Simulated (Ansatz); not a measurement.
# Al3GaN4: the cost of one run

Computed with Ansatz 0.2.0 (DFT r2SCAN, scalar-relativistic, plane waves, PAW, unless a step's input says otherwise).

1 further run of the same task is left out (set aside as unsound or not needed).

## Step 1: The structure to begin with

Symmetry: P-43m, No. 215, cubic system. Conventional cell: a = 4.401 Å, b = 4.401 Å, c = 4.401 Å, α = 90.00°, β = 90.00°, γ = 90.00°. Al (site symmetry -42m) has 4 N at 1.89 Å in its first shell of neighbours. Ga (site symmetry -43m) has 4 N at 1.95 Å in its first shell of neighbours. N (site symmetry 3m) has 3 Al at 1.89 Å and 1 Ga at 1.95 Å in its first shell of neighbours.

As a file:

```xyz
8
Lattice="4.4012 0.0000 0.0000 0.0000 4.4012 0.0000 0.0000 0.0000 4.4012" Properties=species:S:1:pos:R:3 pbc="T T T"
Al    2.2006    2.2006    0.0000
Al    2.2006    0.0000    2.2006
Al    0.0000    2.2006    2.2006
Ga    0.0000    0.0000    0.0000
N     3.2765    3.2765    1.1247
N     3.2765    1.1247    3.2765
N     1.1247    3.2765    3.2765
N     1.1247    1.1247    1.1247
```

It goes back to an entry of the Materials Project, which need not be the stable form.

It is the result of an earlier relaxation at this level (volume 10.66 Å³/atom; gap on the mesh: 4.01 eV).

## Step 2: Zero of the scan

The input, input.yaml:

```yaml
crystal:
  lattice:
    - [4.4012372922, 0.0, 0.0]
    - [0.0, 4.4012372922, 0.0]
    - [0.0, 0.0, 4.4012372922]
  atoms:
    - { symbol: Al, position: [0.5, 0.5, 0.0] }
    - { symbol: Al, position: [0.5, 0.0, 0.5] }
    - { symbol: Al, position: [0.0, 0.5, 0.5] }
    - { symbol: Ga, position: [0.0, 0.0, 0.0] }
    - { symbol: "N", position: [0.7444581602, 0.7444581602, 0.2555418398] }
    - { symbol: "N", position: [0.7444581602, 0.2555418398, 0.7444581602] }
    - { symbol: "N", position: [0.2555418398, 0.7444581602, 0.7444581602] }
    - { symbol: "N", position: [0.2555418398, 0.2555418398, 0.2555418398] }
basis:
  ecutwfc: 500
kpoints:
  mp_grid: { grid: [6, 6, 6] }
hamiltonian:
  xc: r2scan
scf:
  occupations: { method: gaussian, width: 0.05 }
output:
  forces: true
  stress: true
  eigenvalues: true
  write_density: true
  write_potential: true
  elf: true
  volumetric_format: npy
```

Started as:

```sh
$ ansatz run input.yaml --threads 2 --pin off --max-ram 5120MiB --backend cpu --events-out ev --progress --plain --runs-dir out
```

What time and memory should one allow on 2 threads of Arm Neoverse V2, shared host?

About 6.8 s, with a peak of 0.51 GiB.
